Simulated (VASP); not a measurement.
# Be (Fm-3m) in VASP: notebook

The runs below take Be through single point, relaxation of cell and atoms, with PBE.

Everything below comes from runs of VASP 6.6.1. Logs are shortened: lines on timing, memory, paths and dates and some standing lists are left out, and cuts for length are marked.

**1. The cell of the first run**

The structure is cubic, space group Fm-3m (No. 225). The conventional cell has a = 4.910 Å, b = 4.910 Å, c = 4.910 Å, α = 90.00°, β = 90.00°, γ = 90.00°. Be (site symmetry -43m) is surrounded by 4 Be at 2.13 Å. Be (site symmetry m-3m) has 8 Be at 2.13 Å as nearest neighbours.

The cell was built by a generator and needn't be a form met in nature.

**2. Single point, PBE (random cell by space group and Wyckoff sites (Fm-3m, No. 225))**

File INCAR:

```
SYSTEM = Be
PREC = Accurate
ENCUT = 520
EDIFF = 1E-6
ISMEAR = 0
SIGMA = 0.1
LREAL = .FALSE.
LASPH = .TRUE.
NELM = 60
ALGO = Normal
ISIF = 2
LWAVE = .FALSE.
LCHARG = .FALSE.
GGA = PE
NBANDS = 10
```

File KPOINTS:

```
Automatic mesh
0
G
  16 16 16
  0 0 0
```

File POSCAR:

```
Be
1.0
    0.0000000000      2.4550093498      2.4550093498
    2.4550093498      0.0000000000      2.4550093498
    2.4550093498      2.4550093498      0.0000000000
Be
3
Direct
    0.2500000000      0.2500000000      0.2500000000
    0.7500000000      0.7500000000      0.7500000000
    0.5000000000      0.5000000000      0.5000000000
```

Potentials or basis: VASP PAW PBE potentials, release 64 (Be).

The run is started by

```console
> cat potpaw_PBE.64/Be/POTCAR > POTCAR
> mpirun -np 1 vasp_std > vasp.out
```

OUTCAR:

```text
SYSTEM = Be
   PREC = Accurate
   ENCUT = 520
   EDIFF = 1E-6
   ISMEAR = 0
   LREAL = .FALSE.
   LASPH = .TRUE.
   NELM = 60
   ISIF = 2
   GGA = PE

 ion  position               nearest neighbor table
   1  0.250  0.250  0.250-   3 2.13   3 2.13   3 2.13   3 2.13
   2  0.750  0.750  0.750-   3 2.13   3 2.13   3 2.13   3 2.13
   3  0.500  0.500  0.500-   1 2.13   1 2.13   1 2.13   1 2.13   2 2.13   2 2.13   2 2.13   2 2.13

  LATTYP: Found a face centered cubic cell.
 ALAT       =     4.9100186996

  Lattice vectors:

 A1 = (   0.0000000000,   2.4550093498,   2.4550093498)
 A2 = (   2.4550093498,   0.0000000000,   2.4550093498)
 A3 = (   2.4550093498,   2.4550093498,   0.0000000000)

Analysis of symmetry for initial positions (statically):
=====================================================================
 Subroutine PRICEL returns:
 Original cell was already a primitive cell.

 Routine SETGRP: Setting up the symmetry group for a
 face centered cubic supercell.

 Subroutine GETGRP returns: Found 48 space group operations
 (whereof 48 operations were pure point group operations)
 out of a pool of 48 trial point group operations.

The static configuration has the point symmetry O_h .

Analysis of symmetry for dynamics (positions and initial velocities):
=====================================================================
 Subroutine PRICEL returns:
 Original cell was already a primitive cell.

 Routine SETGRP: Setting up the symmetry group for a
 face centered cubic supercell.

 Subroutine GETGRP returns: Found 48 space group operations
 (whereof 48 operations were pure point group operations)
 out of a pool of 48 trial point group operations.

The dynamic configuration has the point symmetry O_h .

 Subroutine INISYM returns: Found 48 space group operations
 (whereof 48 operations are pure point group operations),
 and found     1 'primitive' translations

----------------------------------------------------------------------------------------

                                     Primitive cell

  volume of cell :      29.5930

  direct lattice vectors                    reciprocal lattice vectors
     0.000000000  2.455009350  2.455009350    -0.203665212  0.203665212  0.203665212
     2.455009350  0.000000000  2.455009350     0.203665212 -0.203665212  0.203665212
     2.455009350  2.455009350  0.000000000     0.203665212  0.203665212 -0.203665212

  length of vectors
     3.471907518  3.471907518  3.471907518     0.352758495  0.352758495  0.352758495

  position of ions in fractional coordinates (direct lattice)
     0.250000000  0.250000000  0.250000000
     0.750000000  0.750000000  0.750000000
     0.500000000  0.500000000  0.500000000

  ion indices of the primitive-cell ions
   primitive index   ion index
                 1           1
                 2           2
                 3           3

----------------------------------------------------------------------------------------

 KPOINTS: Automatic mesh

Automatic generation of k-mesh.
 Grid dimensions read from file:
 generate k-points for:   16   16   16

 Generating k-lattice:

  Cartesian coordinates                     Fractional coordinates (reciprocal lattice)
    -0.012729076  0.012729076  0.012729076     0.062500000  0.000000000  0.000000000
     0.012729076 -0.012729076  0.012729076     0.000000000  0.062500000  0.000000000
     0.012729076  0.012729076 -0.012729076     0.000000000  0.000000000  0.062500000

  Length of vectors
     0.022047406  0.022047406  0.022047406

  Shift w.r.t. Gamma in fractional coordinates (k-lattice)
     0.000000000  0.000000000  0.000000000

 Subroutine IBZKPT returns following result:
 ===========================================

 Found    145 irreducible k-points:

 Following reciprocal coordinates:
            Coordinates               Weight
  0.000000  0.000000  0.000000      1.000000
  0.062500  0.000000  0.000000      8.000000
  0.125000  0.000000  0.000000      8.000000
  0.187500  0.000000  0.000000      8.000000
  0.250000  0.000000  0.000000      8.000000
  0.312500  0.000000  0.000000      8.000000
[... 16 lines left out ...]
 -0.125000  0.062500  0.000000     24.000000
 -0.062500  0.062500  0.000000     12.000000
 [... further k-points ...]
   k-points           NKPTS =    145   k-points in BZ     NKDIM =    145   number of bands    NBANDS=     10
   number of dos      NEDOS =    301   number of ions     NIONS =      3
   total plane-waves  NPLWV =  21952
   dimension x,y,z NGX =    28 NGY =   28 NGZ =   28
   dimension x,y,z NGXF=    56 NGYF=   56 NGZF=   56
   ions per type =               3
   NGX,Y,Z   is equivalent  to a cutoff of  13.41, 13.41, 13.41 a.u.
   NGXF,Y,Z  is equivalent  to a cutoff of  26.81, 26.81, 26.81 a.u.
 SYSTEM =  Be
   PREC   = accura    normal or accurate (medium, high low for compatibility)
   ISTART =      0    job   : 0-new  1-cont  2-samecut
   ICHARG =      2    charge: 1-file 2-atom 10-const
   ISPIN  =      1    spin polarized calculation?
   LNONCOLLINEAR =      F non collinear calculations
   LSORBIT =      F    spin-orbit coupling
   LASPH  =      T    aspherical Exc in radial PAW
   ENCUT  =  520.0 eV  38.22 Ry    6.18 a.u.   6.46  6.46  6.46*2*pi/ulx,y,z
   NELM   =     60;   NELMIN=  2; NELMDL= -5     # of ELM steps
   EDIFF  = 0.1E-05   stopping-criterion for ELM
   LREAL  =      F    real-space projection
   EDIFFG = 0.1E-04   stopping-criterion for IOM
   NSW    =      0    number of steps for IOM
   IBRION =     -1    ionic relax: 0-MD 1-quasi-New 2-CG
   NFREE  =      0    steps in history (QN), initial steepest desc. (CG)
   ISIF   =      2    stress and relaxation
   ISYM   =      2    0-nonsym 1-usesym 2-fastsym
   POTIM  = 0.5000    time-step for ionic-motion
   TEBEG  =    0.0;   TEEND  =   0.0 temperature during run
   PSTRESS=    0.0 pullay stress
   NELECT =       6.0000    total number of electrons
   NUPDOWN=      -1.0000    fix difference up-down
   EMIN   =  10.00;   EMAX   =-10.00  energy-range for DOS
   EFERMI =   0.00;   METHOD = LEGACY
   ISMEAR =     0;   SIGMA  =   0.10  broadening in eV -4-tet -1-fermi 0-gaus
   EFERMI_NEDOS =   21; number of points for ismear=-14 and -15
   IALGO  =     38    algorithm
   IMIX   =      4    mixing-type and parameters
     AMIX     =   0.40;   BMIX     =  1.00
     AMIX_MAG =   1.60;   BMIX_MAG =  1.00
  volume/ion in A,a.u.               =       9.86        66.57
  Fermi-wavevector in a.u.,A,eV,Ry     =   0.961750  1.817444 12.584881  0.924963
  Thomas-Fermi vector in A             =   2.091149
   LORBIT       =      0    0 simple, 1 ext, 2 COOP (PROOUT), +10 PAW based schemes
   GGA     = PE    functional components
   LHFCALC =     F    Hartree Fock is set to
   AEXX    =    0.0000 exact exchange contribution
   IVDW    =     0    specifies the selected vdW correction
   LEPSILON=     F    determine dielectric tensor
   LRPA    =     F    only Hartree local field effects (RPA)
 non-spin polarized calculation
 Gauss-broadening in eV      SIGMA  =   0.10
  energy-cutoff  :      520.00
  volume of cell :       29.59
 maximum number of plane-waves:       821
 NGX is ok and might be reduce to    28
   NGX = 13   NGY = 13   NGZ = 13

 number of electron       6.0000000 magnetization

 Free energy of the ion-electron system (eV)
  ---------------------------------------------------
  ext. energy  EPLUGINS =         0.00000000
  ---------------------------------------------------
  free energy    TOTEN  =        -9.74521191 eV

  energy without entropy =       -9.74075290  energy(sigma->0) =       -9.74298240

 E-fermi :   3.9549     XC(G=0):  -9.7925

 val. band max:        3.9509218396   @ k =   0.3125   0.3125   0.0000
 cond. band min:       3.9780617175   @ k =  -0.4375   0.2500   0.0000
 fundamental gap:      0.0271398779
 Fermi energy:         3.9548864023

 k-point     1 :       0.0000    0.0000    0.0000
  band No.  band energies     occupation
      1      -4.8884      2.00000
      2       7.7691      0.00000
      3       7.7691      0.00000
      4       7.7691      0.00000
      5       8.6674      0.00000
      6       8.6674      0.00000
      7       8.6674      0.00000
      8      14.8653      0.00000
      9      14.8653      0.00000
     10      14.8653      0.00000

 k-point     2 :       0.0625    0.0000    0.0000
  band No.  band energies     occupation
      1      -4.8327      2.00000
      2       6.8336      0.00000
      3       7.4873      0.00000
      4       7.4873      0.00000
      5       8.9770      0.00000
      6       8.9770      0.00000
      7       9.5015      0.00000
      8      14.5556      0.00000
      9      14.5556      0.00000
     10      14.7955      0.00000

 k-point     3 :       0.1250    0.0000    0.0000
  band No.  band energies     occupation
      1      -4.6658      2.00000
      2       5.5280      0.00000
      3       7.0455      0.00000
      4       7.0455      0.00000
      5       9.4433      0.00000
      6       9.4433      0.00000
      7      10.4999      0.00000
      8      14.0704      0.00000
      9      14.0704      0.00000
     10      14.6337      0.00000
[... 248 lines left out ...]
 k-point    23 :      -0.1250    0.0625    0.0000
  band No.  band energies     occupation
      1      -4.5360      2.00000
      2       5.0969      0.00000
      3       5.9578      0.00000
      4       7.6939      0.00000
      5       8.7401      0.00000
      6      10.3321      0.00000
      7      10.9262      0.00000
      8      13.3392      0.00000
      9      13.9377      0.00000
     10      15.3125      0.00000

 k-point    24 :      -0.0625    0.0625    0.0000
  band No.  band energies     occupation
      1      -4.7399      2.00000
      2       6.3699      0.00000
      3       6.3842      0.00000
      4       7.9517      0.00000
      5       8.5122      0.00000
      6       9.8958      0.00000
      7      10.0435      0.00000
      8      13.8371      0.00000
      9      14.2569      0.00000
     10      15.1979      0.00000

 [... further k-points ...]

------------------------ aborting loop because EDIFF is reached ----------------------------------------

  FORCE on cell =-STRESS in cart. coord.  units (eV):
  Direction    XX          YY          ZZ          XY          YZ          ZX
  --------------------------------------------------------------------------------------
  -------------------------------------------------------------------------------------
  Total        0.0182435      0.0182435      0.0182435      0.0000000      0.0000000     -0.0000000
  in kB        0.9877071      0.9877071      0.9877071      0.0000000      0.0000000     -0.0000000
  external PRESSURE =       0.9877071 kB  Pullay stress =       0.0000000 kB

 VOLUME and BASIS-vectors are now :
 -----------------------------------------------------------------------------
  energy-cutoff  :      520.00
  volume of cell :       29.59
      direct lattice vectors                 reciprocal lattice vectors
     0.000000000  2.455009350  2.455009350    -0.203665212  0.203665212  0.203665212
     2.455009350  0.000000000  2.455009350     0.203665212 -0.203665212  0.203665212
     2.455009350  2.455009350  0.000000000     0.203665212  0.203665212 -0.203665212

 POSITION                                       TOTAL-FORCE (eV/Angst)
 -----------------------------------------------------------------------------------
      1.22750      1.22750      1.22750         0.000000     -0.000000      0.000000
      3.68251      3.68251      3.68251         0.000000     -0.000000     -0.000000
      2.45501      2.45501      2.45501        -0.000000      0.000000      0.000000
 -----------------------------------------------------------------------------------
    total drift:                                0.000000      0.000000     -0.000000

  FREE ENERGIE OF THE ION-ELECTRON SYSTEM (eV)
  ---------------------------------------------------
  free  energy   TOTEN  =        -9.7452119079 eV

  energy  without entropy=       -9.7407529003  energy(sigma->0) =       -9.74298240
```

Wall time 15 s (1 thread of Intel Xeon 6975P-C (Granite Rapids), shared host); peak memory 0.16 GiB.

What came out:

```yaml
Free_energy: -9.7452 eV
Pressure: 0.1 GPa
Band_gap_on_the_k_mesh: none (metal or under the smearing width)
```

**3. Relaxation of cell and atoms, PBE (random cell by space group and Wyckoff sites (Fm-3m, No. 225))**

File INCAR:

```
  PREC = Accurate
  ENCUT = 600
  EDIFF = 1E-6
  ISMEAR = 0
  SIGMA = 0.1
  LREAL = F
  LASPH = T
  NELM = 80
  ALGO = Normal
  ISIF = 3
  LWAVE = F
  LCHARG = F
  GGA = PE
  IBRION = 2
  NSW = 100
  EDIFFG = -0.01
```

File KPOINTS:

```
Automatic mesh
0
Gamma
  16 16 16
```

File POSCAR:

```
Be
1.0
    0.0000000000      2.4572259576      2.4572259576
    2.4572259576      0.0000000000      2.4572259576
    2.4572259576      2.4572259576      0.0000000000
Be
3
Direct
    0.2500000000      0.2500000000      0.2500000000
    0.7500000000      0.7500000000      0.7500000000
    0.5000000000      0.5000000000      0.5000000000
```

Potentials or basis: VASP PAW PBE potentials, release 64 (Be).

The run is started by

```console
> cat potpaw_PBE.64/Be/POTCAR > POTCAR
> mpirun -np 1 vasp_std > vasp.out
```

Wall time 12 s (1 thread of Intel Xeon 6975P-C (Granite Rapids), shared host); peak memory 0.16 GiB.

Results (log left out):

| Property | Result |
| --- | --- |
| Free energy | -9.7452 eV |
| Pressure after relaxing | -0.1 GPa |
| Band gap on the k mesh | none (metal or under the smearing width) |

Final structure:
```
Be
1.0
     0.00000    2.45723    2.45723
     2.45723    0.00000    2.45723
     2.45723    2.45723    0.00000
Be
3
Direct
  0.25000 0.25000 0.25000
  0.75000 0.75000 0.75000
  0.50000 0.50000 0.50000
```

Levels at points of the mesh, in eV from the Fermi level:
| k point | band 1 | band 2 | band 3 | band 4 | band 5 | band 6 | band 7 |
| --- | --- | --- | --- | --- | --- | --- | --- |
| (0.00, 0.00, 0.00) | -8.83 | 3.81 | 3.81 | 3.81 | 4.70 | 4.70 | 4.70 |
| (0.50, 0.00, 0.00) | -5.32 | -5.28 | 1.94 | 1.94 | 4.65 | 4.65 | 8.92 |
| (0.50, 0.50, 0.00) | -4.31 | -3.84 | -1.24 | -1.24 | 3.84 | 4.92 | 12.80 |

Caveat: the relaxation stopped at its first step, so nothing moved.

**4. Single point, PBE (random cell by space group and Wyckoff sites (Fm-3m, No. 225))**

File INCAR:

```
ALGO = Normal ; EDIFF = 1E-7
ENCUT = 520 ; GGA = PE
ISIF = 2 ; ISMEAR = 0
LASPH = T ; LCHARG = T
LELF = T ; LREAL = F
LVHAR = T ; LWAVE = F
NBANDS = 10 ; NELM = 60
PREC = Accurate ; SIGMA = 0.1
```

File KPOINTS:

```
k-points
0
Gamma
  6 6 6
```

File POSCAR:

```
Be
1.0
    0.0000000000      2.3752570000      2.3752570000
    2.3752570000      0.0000000000      2.3752570000
    2.3752570000      2.3752570000      0.0000000000
Be
3
Direct
    0.2500000000      0.2500000000      0.2500000000
    0.7500000000      0.7500000000      0.7500000000
    0.5000000000      0.5000000000      0.5000000000
```

The run is started by

```console
> cat potpaw_PBE.64/Be/POTCAR > POTCAR
> mpirun -np 1 vasp_std > vasp.out
```

Wall time 3.4 s (1 thread of Intel Xeon 6975P-C (Granite Rapids), shared host); peak memory 0.14 GiB.

It converged, with:

```yaml
Free_energy: -9.6236 eV
Pressure: 10.9 GPa
Band_gap_on_the_k_mesh: none (metal or under the smearing width)
```

Levels at points of the mesh, in eV from the Fermi level:
```
           k point  band 1  band 2  band 3  band 4  band 5  band 6
(0.00, 0.00, 0.00)   -9.24    4.09    4.09    4.09    5.05    5.05
(0.50, 0.00, 0.00)   -5.60   -5.47    2.09    2.09    4.95    4.95
(0.50, 0.50, 0.00)   -4.54   -3.93   -1.36   -1.36    4.48    5.28
```

Caveat: the k mesh is coarse (spacing up to 0.38 Å⁻¹), so the values aren't converged.

[end of part 1 of 2]
